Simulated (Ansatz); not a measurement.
Rows from a G0W0 calculation on Si2BPC2 (zincblende [110] superlattice) (Ansatz 0.2.0; G0W0 on PBEsol, plane waves, PAW; PAW set soft_1; 4×4×2 mesh, 86 empty bands, screening to 44 eV, PAW set soft_1 files), in eV. Spin-orbit coupling is left out.

| row | k | band | start | Σx | Σc at the solution | Vxc |
| --- | --- | --- | --- | --- | --- | --- |
| A | (0.000, 0.000, -0.500) | c2 | 11.787 | -7.215 | -3.880 | -12.006 |
| B | (0.000, 0.000, -0.500) | v1 | 10.101 | -17.192 | 2.258 | -15.282 |
| C | (-0.500, 0.000, -0.500) | c1 | 10.488 | -7.280 | -3.547 | -11.625 |
| D | (0.000, 0.000, -0.500) | c1 | 11.216 | -7.191 | -3.812 | -11.879 |
| E | (0.000, 0.000, -0.500) | v2 | 9.173 | -16.959 | 2.255 | -14.948 |
| F | (-0.500, 0.000, -0.500) | v1 | 6.822 | -16.927 | 2.846 | -14.077 |

**Question.** Give the quasiparticle energies and the shift of each level.

The quasiparticle equation reads E = start + Σx + Σc(E) − Vxc.

| row | E (eV) | shift (eV) |
| --- | --- | --- |
| A | 12.698 | +0.912 |
| B | 10.449 | +0.348 |
| C | 11.287 | +0.799 |
| D | 12.092 | +0.877 |
| E | 9.417 | +0.244 |
| F | 6.817 | −0.004 |

The gap over the computed points goes from 0.39 eV to 0.84 eV.

Limits: not at the basis limit; coarse k mesh.

[Runs of the session that timed out or met a known fault of the program may be left out.]

[Cells called generated may have been cut or substituted from an entry of the Crystallography Open Database or the Materials Project.]

[Hosts, paths, dates, database ids (printed as entryN), source tags and the programs' standing remarks are cut or masked in the printed files.]
